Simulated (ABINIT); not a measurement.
# HfN (P6_3/mmc) in ABINIT: single point with PW91

Aim: the single point of HfN with PW91.

Program: ABINIT 10.8.3 (patched build). These are calculated values, not measurements. Logs are shortened: lines on timing, memory, paths and dates and some standing lists are left out, and cuts for length are marked. The log counts tension as positive stress, the text compression.

## Step 1: The cell of the first run

It takes space group P6_3/mmc (No. 194, hexagonal). Conventional cell: a = 3.175 Å, b = 3.175 Å, c = 5.488 Å, α = 90.00°, β = 90.00°, γ = 120.00°. Hf (site symmetry -6m2) is surrounded by 6 N at 2.29 Å. N (site symmetry -3m) is surrounded by 6 Hf at 2.29 Å.

The cell comes from a database or a generator and needn't be the stable form of this composition.

## Step 2: Single point, PW91 (cell stretched)

File run.abi:

```
pp_dirpath "./"
pseudos "Hf.GGA_PBE-JTH.xml, N.GGA_PBE-JTH.xml"

acell 3.1751483831 3.1751483832 5.4880491538 Angstrom
rprim
     1.0000000000     0.0000000000     0.0000000000
    -0.5000000000     0.8660254038     0.0000000000
     0.0000000000     0.0000000000     1.0000000000
ntypat 2
znucl 72 7
natom 4
typat 1 1 2 2
xred
     0.3333333333     0.6666666667     0.2500000000
     0.6666666667     0.3333333333     0.7500000000
     0.0000000000     0.0000000000     0.5000000000
     0.0000000000     0.0000000000     0.0000000000
chkprim 0
chksymtnons 0
tolsym 1.0e-6

ecut 598.650497 eV
pawecutdg 44.0
pawxcdev 0

kptopt 1
ngkpt 8 8 4
nshiftk 1
shiftk 0.0 0.0 0.0

ixc -109134

nband 21
occopt 3
tsmear 0.00183747

nstep 100
tolvrs 1.0e-9

iomode 3
prtwf 0
prtden 0
prteig 0
prtebands 0
```

Potentials or basis: JTH PAW PBE v2.0.

Run with:

```bash
$ abinit run.abi > log 2>&1
```

run.abo:

```text
.Version 10.8.3 of ABINIT
 Symmetries : space group P6_3/m m c (#194); Bravais hP (primitive hexag.)
================================================================================
 Values of the parameters that define the memory need of the present run
     intxc =       0    ionmov =       0      iscf =      17    lmnmax =      18
     lnmax =       6     mgfft =      45  mpssoang =       3    mqgrid =    3097
     natom =       4  nloc_mem =       2    nspden =       1   nspinor =       1
    nsppol =       1      nsym =      24    n1xccc =       1    ntypat =       2
    occopt =       3   xclevel =       2
       mpw =        1608          nfft =       32805          nkpt =          30
 PAW method is used; the additional fine FFT grid is defined by:
   mgfftf=        64    nfftf =     82944
================================================================================
================================================================================

--------------------------------------------------------------------------------
------------- Echo of variables that govern the present computation ------------
--------------------------------------------------------------------------------
 -outvars: echo values of preprocessed input variables --------
            acell      6.0001608532E+00  6.0001608534E+00  1.0370909866E+01 Bohr
              amu      1.78490000E+02  1.40067400E+01
          chkprim           0
      chksymtnons           0
             ecut      2.20000000E+01 Hartree
              ixc     -109134
         kptrlatt        8    0    0      0    8    0      0    0    4
          kptrlen      4.14836395E+01
            natom           4
            nband          21
            ngfft          27      27      45
          ngfftdg          36      36      64
             nkpt          30
            nstep         100
             nsym          24
           ntypat           2
           occopt           3
        pawecutdg      4.40000000E+01 Hartree
         pawxcdev           0
           prtden           0
        prtebands           0
           prteig           0
            prtwf           0
            rprim      1.0000000000E+00  0.0000000000E+00  0.0000000000E+00
                      -5.0000000000E-01  8.6602540380E-01  0.0000000000E+00
                       0.0000000000E+00  0.0000000000E+00  1.0000000000E+00
          spgroup         194
           tolsym      1.00000000E-06
           tolvrs      1.00000000E-09
           tsmear      1.83747000E-03 Hartree
            typat      1  1  2  2
           useylm           1
           xangst     -3.3333314245E-11  1.8331727738E+00  1.3720122884E+00
                       1.5875741915E+00  9.1658638690E-01  4.1160368653E+00
                       1.1750409472E-16  0.0000000000E+00  2.7440245769E+00
                       1.1750409472E-16  0.0000000000E+00  1.5232396327E-16
            xcart     -6.2990834791E-11  3.4641944839E+00  2.5927274666E+00
                       3.0000804266E+00  1.7320972420E+00  7.7781823997E+00
                       2.2205055769E-16  0.0000000000E+00  5.1854549331E+00
[... 166 lines left out ...]
 frms,max,avg= 1.0088085E-26 2.5313882E-26   0.000E+00  0.000E+00  0.000E+00 e/A
 length scales=  6.000160853178  6.000160853367 10.370909866202 bohr
              =  3.175148383100  3.175148383200  5.488049153800 angstroms
 Fermi (or HOMO) energy (hartree) =   0.06141   Average Vxc (hartree)=  -0.46570
 Eigenvalues (hartree) for nkpt=  30  k points:
 kpt#   1, nband= 21, wtk=  0.00391, kpt=  0.0000  0.0000  0.0000 (reduced coord)
  -2.23217   -2.23074   -1.10046   -1.07349   -1.06978   -1.06978   -1.06781   -1.06781
  -0.55294   -0.45466   -0.24041   -0.10175   -0.10175   -0.06131   -0.06131    0.00301
   0.04658    0.09332    0.09332    0.09779    0.13427
      occupation numbers for kpt#   1
   2.00000    2.00000    2.00000    2.00000    2.00000    2.00000    2.00000    2.00000
   2.00000    2.00000    2.00000    2.00000    2.00000    2.00000    2.00000    2.00000
   1.99938    0.00000    0.00000    0.00000    0.00000
 prteigrs : prtvol=0 or 1, do not print more k-points.

--- !EnergyTerms
iteration_state     : {dtset: 1, }
comment             : Components of total free energy in Hartree
kinetic             :  2.26173901125376E+01
hartree             :  1.26888539559500E+01
xc                  : -2.36887325953488E+01
Ewald energy        : -1.04615463539246E+02
psp_core            :  2.01722216581378E+01
local_psp           : -1.00484702895144E+01
PAW spherical_terms : -3.76681718212226E+01
internal            : -1.20542372518706E+02
'-kT*entropy'       : -6.51310144731630E-04
total_energy        : -1.20543023828851E+02
total_energy_eV     : -3.28014278066535E+03
...

--- !EnergyTermsDC
iteration_state     : {dtset: 1, }
comment             : '"Double-counting" decomposition of free energy'
band_energy         : -2.52545141891204E+01
Ewald energy        : -1.04615463539246E+02
psp_core            :  2.01722216581378E+01
xc_dc               : -2.19451500614630E+01
PAW spherical_terms :  1.11005354388876E+01
internal            : -1.20542370692804E+02
'-kT*entropy'       : -6.51310144731630E-04
total_energy_dc     : -1.20543022002948E+02
total_energy_dc_eV  : -3.28014273098002E+03
...

--- !EnergyTermsWithPAWCore
iteration_state     : {dtset: 1, }
comment             : 'Components of total free energy, including PAW core contributions'
Total energy        : -3.02699297014582E+04
Total energy DC     : -3.02699296996323E+04
Total energy (eV)   : -8.23686748745072E+05
Total energy DC (eV): -8.23686748695387E+05
...

 Cartesian components of stress tensor (hartree/bohr^3)
  sigma(1 1)=  2.61871758E-04  sigma(3 2)=  0.00000000E+00
  sigma(2 2)=  2.61871751E-04  sigma(3 1)=  0.00000000E+00
  sigma(3 3)=  2.56998868E-04  sigma(2 1)=  1.13914588E-12

-Cartesian components of stress tensor (GPa)         [Pressure= -7.6567E+00 GPa]
- sigma(1 1)=  7.70453311E+00  sigma(3 2)=  0.00000000E+00
- sigma(2 2)=  7.70453292E+00  sigma(3 1)=  0.00000000E+00
- sigma(3 3)=  7.56116776E+00  sigma(2 1)=  3.35148288E-08

== END DATASET(S) ==============================================================
================================================================================

 -outvars: echo values of variables after computation  --------
            acell      6.0001608532E+00  6.0001608534E+00  1.0370909866E+01 Bohr
           etotal     -1.2054302200E+02
            fcart      4.4876217306E-29  4.4045803439E-28 -0.0000000000E+00
                      -1.3462865192E-28 -4.9227662667E-28 -0.0000000000E+00
                       4.4876217306E-29  2.5909296141E-29 -0.0000000000E+00
                       4.4876217306E-29  2.5909296141E-29 -0.0000000000E+00
            rprim      1.0000000000E+00  0.0000000000E+00  0.0000000000E+00
                      -5.0000000000E-01  8.6602540380E-01  0.0000000000E+00
                       0.0000000000E+00  0.0000000000E+00  1.0000000000E+00
           strten      2.6187175756E-04  2.6187175136E-04  2.5699886836E-04
                       0.0000000000E+00  0.0000000000E+00  1.1391458775E-12
           xangst     -3.3333314245E-11  1.8331727738E+00  1.3720122884E+00
                       1.5875741915E+00  9.1658638690E-01  4.1160368653E+00
                       1.1750409472E-16  0.0000000000E+00  2.7440245769E+00
                       1.1750409472E-16  0.0000000000E+00  1.5232396327E-16
             xred      3.3333333333E-01  6.6666666667E-01  2.5000000000E-01
                       6.6666666667E-01  3.3333333333E-01  7.5000000000E-01
                       3.7007434154E-17  0.0000000000E+00  5.0000000000E-01
                       3.7007434154E-17  0.0000000000E+00  2.7755575616E-17
 Calculation completed.
```

Wall time 49 s (1 thread of Arm Neoverse V2, shared host); peak memory 0.15 GiB.

Results:

```yaml
Free_energy: -3280.1427 eV
Band_gap_on_the_k_mesh: none (metal or under the smearing width)
Valence_electrons_inside_the_program's_atomic_spheres: Hf 9.60; N 2.57
```

Caveat: the cutoff is too short for stress, so the log's stress isn't used; this build's PW91 may differ from other programs'; the PAW data sets were made with another functional, which shifts forces and pressure a little. Spin-orbit coupling is left out, which matters for the levels of Hf.
